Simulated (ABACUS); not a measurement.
Runs of ABACUS 3.10.1 on Bi. It takes space group Im-3m (No. 229, cubic). Conventional cell: a = 3.963 Å, b = 3.963 Å, c = 3.963 Å, α = 90.00°, β = 90.00°, γ = 90.00°. Bi (site symmetry m-3m) has 8 Bi at 3.43 Å as nearest neighbours. This isn't the form of Bi at room conditions, which is rhombohedral.

```csv
task,level,potentials or basis,cell,k mesh,cutoff (eV),max steps of the relaxation,force threshold,optimiser,stress threshold,radial cutoff of the potentials (pseudo_rcut),mesh quality,gap on the mesh (eV),pressure (GPa),relaxed volume (Å³/atom)
relaxation of cell and atoms,SCAN,"SG15 ONCV 1.2 PBE, plane waves",relaxed,6 × 6 × 6,1034,60,0.01 eV/Å,cg,0.2 kbar,10 bohr,coarse,none,0.0,(b)
relaxation of cell and atoms,RPBE,"PseudoDojo NC SR 0.4.1 PBE standard, plane waves",relaxed,7 × 7 × 7,898,60,0.01 eV/Å,cg,0.5 kbar,10 bohr,not flagged,none,0.0,(a)
single point,RPBE,"PseudoDojo NC SR 0.4.1 PBE standard, plane waves",as given,7 × 7 × 7,898,-,-,-,-,10 bohr,not flagged,none,3.3,-
single point,SCAN,"SG15 ONCV 1.2 PBE, plane waves",as given,6 × 6 × 6,1034,-,-,-,-,10 bohr,coarse,none,-1.3,-
relaxation of cell and atoms,r2SCAN,"SG15 ONCV 1.2 PBE, plane waves",relaxed,6 × 6 × 6,1034,-,0.03 eV/Å,ASE BFGS,-,7 bohr,coarse,none,0.0,30.54
```

Alike in all rows: no spin polarisation; smearing fermi-dirac 0.05 eV.

Q: Fill in the values left out.

A: (a) 32.95; (b) 30.45.

Caveats: some runs use coarse meshes; the potentials were made for another functional, which shifts forces and pressure; spin-orbit coupling is left out, which moves the levels of the heavy elements.

A k mesh can miss the band edges, and the runs leave out spin-orbit coupling on Bi.

A gap of «none» marks a metal or a gap under the smearing width.

Runs at the PBE level aren't shown here.
